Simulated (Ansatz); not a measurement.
# PbS (Galena) (Fm-3m) in Ansatz: further runs

The runs below take PbS (Galena) through Born charges and dielectric tensor, phonons, elastic constants, with PBEsol.

All numbers are computed with Ansatz 0.2.0; they aren't measurements. Logs are shortened: lines on timing, memory, paths and dates and some standing lists are left out, and cuts for length are marked.

**Measured values to compare with.**

From a printed reference work, monograph, for a bulk crystal of PbS at 300 K: high-frequency dielectric constant 17.2.

The runs below are set against these values where they give the same quantity.

## (1) The crystal as given

The structure is cubic, space group Fm-3m (No. 225). Conventional cell: a = 5.931 Å, b = 5.931 Å, c = 5.931 Å, α = 90.00°, β = 90.00°, γ = 90.00°. Around Pb (site symmetry m-3m) lie 6 S at 2.97 Å. S (site symmetry m-3m) is surrounded by 6 Pb at 2.97 Å.

## (2) Born charges and dielectric tensor, PBEsol

File input.yaml:

```yaml
crystal:
  lattice:
    - [0.0, 2.96575, 2.96575]
    - [2.96575, 0.0, 2.96575]
    - [2.96575, 2.96575, 0.0]
  atoms:
    - { symbol: Pb, position: [0.0, 0.0, 0.0] }
    - { symbol: S, position: [0.5, 0.5, 0.5] }
hamiltonian:
  xc: pbesol
  pseudopotentials: { kind: paw }
kpoints:
  mp_grid: { grid: [8, 8, 8] }
scf:
  occupations: { method: fixed }
output:
  eigenvalues: true
dielectric:
  method: response
```

Potentials or basis: Ansatz PAW.

On the command line:

```
ansatz run input.yaml --threads 2 --pin off --max-ram 5632MiB --backend cpu --events-out ev --progress --plain --runs-dir out
```

Standard output:

```text
Warning: RAYON_NUM_THREADS=2 ignored (pool sized by the plan → 2); use --threads N
Engine: ansatz 0.2.0, aarch64-unknown-linux-gnu
Pseudopotentials: kind: paw
Pseudopotential: Pb, paw, valence charge 14, recommended cutoff 420 eV (normal), Pb.paw.azcp
Pseudopotential: S, paw, valence charge 6, recommended cutoff 420 eV (normal), S.paw.azcp
Functional definition: PBEsol
  exchange = pbesol_x
  correlation = pbesol_c
Crystal: 2 atoms, lattice volume = 52.172 Å³
Basis set: ecut = 420 eV, 965 PW (Γ), exchange–correlation on 60×60×60 points (8 copies of the dense FFT grid, shifted against one another)
Bands: 14, of which v1, the nominal top of the filled ones, is band 10 counted from 1 (9 counted from 0)
Symmetry: 48 space group operations
k-points: 59 of 512 (irreducible under 8 space group operations, time reversal used)
Non-local potential: Pb, projectors of the file, l = 0: 2, l = 1: 2, l = 2: 2, l = 3: 2
Non-local potential: S, projectors of the file, l = 0: 2, l = 1: 2, l = 2: 2
PAW form: soft (Blöchl's): semilocal exchange-correlation on the pseudo side does not see the compensation charge
PAW frozen core: Pb, regenerated for the run's functional, and the local potential with it (the file was generated under x = pbe(κ = 0.804, μ = 0.2195149727645171), c = pbe(β = 0.06672455060314922))
PAW frozen core: S, regenerated for the run's functional, and the local potential with it (the file was generated under x = pbe(κ = 0.804, μ = 0.2195149727645171), c = pbe(β = 0.06672455060314922))
PAW one-centre angular grid: Pb, 590 points (default); XC on 64 Gauss nodes
PAW one-centre angular grid: S, 110 points (default); XC on 64 Gauss nodes
Initial density: superposition of atomic densities (neutral atoms: chi_scale 0, normalization atom), corrected by the library's trained network
Initial wavefunctions: pseudopotential atomic-orbital guess
Functional: x = pbesol(κ = 0.804, μ = 0.12345679012345678), c = pbesol(β = 0.046)
SCF iter   1: F=—  HF=-12640.930281 eV  |F-HF|=—  |Δ(HF+E_count)|=         —  Δρ=4.11e-3  dr2=1.68e-2  ethr=1.77e-3  ⟨swp⟩=4.9  Hψ=4045  notcnv=0  defer=91
preconditioner: auto → none  [insulator: Δε(μ)=0.191 eV  Ē_g=15.345 eV  n_scr=14 (ndim 8)  ℏωp=23.0 eV  f_vac=0.000  ε∞_Penn≈3.2]
SCF iter   2: F=—  HF=-12640.924556 eV  |F-HF|=—  |Δ(HF+E_count)|=   5.72e-3  Δρ=1.72e-3  dr2=2.65e-3  ethr=8.42e-5  ⟨swp⟩=2.4  Hψ=1676  notcnv=0  defer=111
SCF iter   3: F=—  HF=-12640.923737 eV  |F-HF|=—  |Δ(HF+E_count)|=   8.19e-4  Δρ=4.25e-4  dr2=9.07e-5  ethr=1.33e-5  ⟨swp⟩=2.7  Hψ=1278  notcnv=0  defer=109
SCF iter   4: F=—  HF=-12640.923744 eV  |F-HF|=—  |Δ(HF+E_count)|=   6.65e-6  Δρ=1.21e-4  dr2=4.13e-6  ethr=4.53e-7  ⟨swp⟩=2.2  Hψ=1248  notcnv=0  defer=88
SCF iter   5: F=—  HF=-12640.923745 eV  |F-HF|=—  |Δ(HF+E_count)|=   1.59e-6  Δρ=7.78e-5  dr2=3.60e-6  ethr=2.06e-8  ⟨swp⟩=2.0  Hψ=1416  notcnv=0  defer=30
SCF iter   6: F=—  HF=-12640.923745 eV  |F-HF|=—  |Δ(HF+E_count)|=   7.19e-7  Δρ=3.17e-5  dr2=5.93e-7  ethr=1.80e-8  ⟨swp⟩=2.7  Hψ=1468  notcnv=0  defer=6
SCF iter   7: F=—  HF=-12640.923745 eV  |F-HF|=—  |Δ(HF+E_count)|=   5.97e-7  Δρ=4.91e-6  dr2=1.38e-8  ethr=2.96e-9  ⟨swp⟩=2.0  Hψ=1239  notcnv=0  defer=5
SCF iter   8: F=—  HF=-12640.923745 eV  |F-HF|=—  |Δ(HF+E_count)|=   7.38e-9  Δρ=5.30e-7  dr2=1.49e-10  ethr=6.91e-11  ⟨swp⟩=2.0  Hψ=1411  notcnv=0  defer=5
SCF iter   9: F=-12640.923745 eV  HF=-12640.923745 eV  |F-HF|=5.46e-12  |Δ(HF+E_count)|=  5.28e-11  Δρ=3.95e-8  dr2=8.57e-13  ethr=1.00e-12  ⟨swp⟩=4.0  Hψ=2862  notcnv=0
SCF 1 converged in 9 iterations: F = -12640.923745 eV  dr2 = 8.57e-13
NSCF: frozen V_eff on 6 k-points
DFPT response loops at Γ: preconditioner auto → none (the input reference at scf.mixing.eps_inf says where Resta's filter doesn't serve); β = 0.50; Broyden in place of MSR1
── the response to a field inside a basis, on 10×10×10 k-points: an SCF that follows is theirs, and a resumed run solves both again ──
Bands: 11, of which v1, the nominal top of the filled ones, is band 10 counted from 1 (9 counted from 0)
k-points: 110
Initial density: handed on by an earlier stage of this run
Initial wavefunctions: pseudopotential atomic-orbital guess (no wavefunctions were taken with the density)
Eigensolver: Dense (110 Hₖ)
SCF iter   1: F=—  HF=-12640.920997 eV  |F-HF|=—  |Δ(HF+E_count)|=         —  Δρ=8.60e-5  dr2=2.45e-6  ethr=1.00e-1
preconditioner: auto → none  [insulator: Δε(μ)=0.278 eV  Ē_g=13.382 eV  n_scr=14 (ndim 8)  ℏωp=23.0 eV  f_vac=0.000  ε∞_Penn≈4.0]
SCF iter   2: F=—  HF=-12640.920997 eV  |F-HF|=—  |Δ(HF+E_count)|=   1.03e-8  Δρ=3.80e-5  dr2=4.77e-7  ethr=1.23e-8
SCF iter   3: F=-12640.920997 eV  HF=-12640.920997 eV  |F-HF|=6.61e-8  |Δ(HF+E_count)|=   2.54e-8  Δρ=2.37e-5  dr2=5.76e-8  ethr=2.39e-9
SCF 1 converged in 3 iterations: F = -12640.920997 eV  dr2 = 5.76e-8
DFPT response loops at Γ: mixed as the last ones told, above
SCF converged after 9 iterations
Free energy (F): -12640.923745 eV
Harris-Foulkes:  -12640.923745 eV  (|F-HF|=5.46e-12)
Internal energy: -12640.923745 eV  (E = F + TS)
E sigma→0 (E₀):  -12640.923745 eV
Fermi energy:    8.316801 eV
--- Per-component energies (eV) ---
  E_band       = -57.376540
  E_kinetic    = 393.112867
  E_local      = -1222.666004  (includes V_loc(G=0)·N_el)
  E_nonlocal   = 380.788239
  E_hartree    = 473.942669
  E_xc         = -315.463070
  E_vxc        = -220.325053  (∫ρ·V_xc dr)
  E_paw        = -10837.406159  (= ΣΔE_a)
  E_vpaw       = -336.171941  (= ΣTr[D̂ρ^β])
  E_aug_tail   = 0.000050  (compensation charges beyond the density's cutoff)
  E_ewald      = -1513.356403
  E_core_change = 0.124066  (= ΣΔE_core)
  E_smearing   = -0.000000  (= −TS)
  E_closure    = -0.000000  (closes the sum)
  Σ components = -12640.923745   (vs F -12640.923745, Δ=0.00e0)
--- Band table (eV; the first three rows and the last of 59) ---
  k-point 0: bands = ["-8.4437", "-8.4437", "-8.4437", "-8.4315", "-8.4315", "-5.2897", "2.2635", "6.1410", "6.1410", "6.1410", "13.4773", "13.4773", "13.4773", "14.9174"]
  k-point 1: bands = ["-8.4430", "-8.4416", "-8.4416", "-8.4314", "-8.4314", "-5.1549", "1.8084", "6.1829", "6.1829", "6.4783", "12.2237", "12.6837", "12.6837", "14.8534"]
  k-point 2: bands = ["-8.4500", "-8.4500", "-8.4418", "-8.4175", "-8.4175", "-4.7796", "0.8308", "6.3022", "6.3022", "7.1321", "10.5852", "11.4660", "11.4660", "15.0195"]
  k-point 58: bands = ["-8.5446", "-8.4301", "-8.4270", "-8.4270", "-8.3812", "-3.5426", "0.3345", "3.8405", "3.8405", "7.2951", "10.4289", "12.8997", "12.8997", "16.3762"]
--- Dielectric response (ions clamped): 3 representative field directions + reference, inside a basis on a mesh of 1000 k-points (Σ response iterations 15) ---
  ε∞ (high-frequency dielectric tensor):
       18.996460     0.000000    -0.000000
        0.000000    18.996460    -0.000000
       -0.000000    -0.000000    18.996460
  Born effective charges Z* (e; rows j = field, columns β = displacement):
    site 0:
         4.42609    0.00000    0.00000
        -0.00000    4.42609    0.00000
         0.00000   -0.00000    4.42609
    site 1:
        -4.42609   -0.00000   -0.00000
         0.00000   -4.42609   -0.00000
        -0.00000    0.00000   -4.42609
  Z* charge neutrality: 2.931e-3 e pre-enforcement
  solved inside a basis spanned on kpoints, on 10×10×10 k-points transformed towards the longest dipole: ε∞ is read to err by 7.1e-2, Z* by 2.4e-2 e (field_mesh: kpoints solves on kpoints); Z* is corrected for what the basis lacks
```

It took 23 s on 2 threads of Arm Neoverse V1, shared host; peak memory 0.55 GiB.

Results:

```yaml
Free_energy: -12640.9237 eV
Band_gap_on_the_k_mesh: 0.25 eV, direct
Electronic_dielectric_tensor_diagonal: 19.00
Born_charges_mean_of_the_diagonal: Pb +4.43; S -4.43 e
```

Levels at points of the mesh, in eV from the valence-band top:
| k point | band 7 | band 8 | band 9 | band 10 | band 11 | band 12 | band 13 | band 14 |
| --- | --- | --- | --- | --- | --- | --- | --- | --- |
| (0.00, 0.00, 0.00) | -6.05 | -2.18 | -2.18 | -2.18 | 5.16 | 5.16 | 5.16 | 6.60 |
| (0.00, 0.00, -0.50) | -8.89 | -1.78 | -1.78 | 0.00 | 0.25 | 1.89 | 1.89 | 8.48 |
| (0.00, -0.50, -0.50) | -7.23 | -5.26 | -3.47 | -3.47 | 3.70 | 5.52 | 5.64 | 5.64 |
| (-0.50, 0.00, -0.50) | -7.23 | -5.26 | -3.47 | -3.47 | 3.70 | 5.52 | 5.64 | 5.64 |

Electronic dielectric tensor:
```
19.00  0.00  0.00
 0.00 19.00  0.00
 0.00  0.00 19.00
```

Born effective charge tensors (e):
atom 1, Pb
```
4.43 0.00 0.00
0.00 4.43 0.00
0.00 0.00 4.43
```
atom 2, S
```
-4.43  0.00  0.00
 0.00 -4.43  0.00
 0.00  0.00 -4.43
```

Caveat: the gap is small at this level, which inflates the dielectric constant; spin-orbit coupling is left out, which as a rule narrows the gap of such compounds by several tenths of an eV.

[end of part 1 of 2]
